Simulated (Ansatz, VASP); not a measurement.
Pb in VASP and in Ansatz

The input INCAR:

```
SYSTEM = Pb
ALGO = Normal
EDIFF = 1E-7
ENCUT = 520
GGA = CA
ISIF = 2
ISMEAR = 1
LASPH = .TRUE.
LCHARG = .FALSE.
LREAL = .FALSE.
LWAVE = .FALSE.
NBANDS = 13
NELM = 100
PREC = Accurate
SIGMA = 0.03
```

The input KPOINTS:

```
k-points
0
G
  11 11 11
  0 0 0
```

Contents of POSCAR:

```
Pb
1.0
    0.0000000000      2.4375492138      2.4375492138
    2.4375492138      0.0000000000      2.4375492138
    2.4375492138      2.4375492138      0.0000000000
Pb
1
Direct
    0.0000000000      0.0000000000      0.0000000000
```

Input for Ansatz:

```yaml
crystal:
  lattice:
    - [0.0, 2.4375492138, 2.4375492138]
    - [2.4375492138, 0.0, 2.4375492138]
    - [2.4375492138, 2.4375492138, 0.0]
  atoms:
    - { symbol: Pb, position: [0.0, 0.0, 0.0] }
hamiltonian:
  xc: lda
  pseudopotentials:
    kind: paw
    azcp:
      Pb: "pseudopotentials/Pb.paw.azcp"
basis:
  ecutwfc: 420
  fft_grid_basis: typed
kpoints:
  mp_grid: { grid: [11, 11, 11], shift: [0, 0, 0] }
magnetization:
  spin_polarized: false
scf:
  occupations: { method: cold, width: 0.03 }
  lower_state_search: "off"
output:
  stress: true
```

Alike in both runs: task single point; functional LDA; k mesh 11 × 11 × 11; no spin polarisation.

|  | VASP | Ansatz |
| --- | --- | --- |
| version | VASP 6.6.1 | Ansatz 0.2.0 |
| potentials or method | VASP PAW LDA potentials, release 64 (Pb_d) | plane waves (420 eV) with PAW, scalar-relativistic |
| plane-wave cutoff (eV) | 520 | 420 |
| occupations | methfessel-paxton of order 1, width 0.03 eV | cold, width 0.03 eV |
| valence electrons in the cell | 14 | 14 |

|  | VASP | Ansatz | Ansatz less VASP |
| --- | --- | --- | --- |
| pressure (GPa) | 0.1 | 0.1 | -0.08 |

Ansatz warned: «pseudo_functional_mismatch».

Spin-orbit coupling is left out, which matters for the levels of Pb.
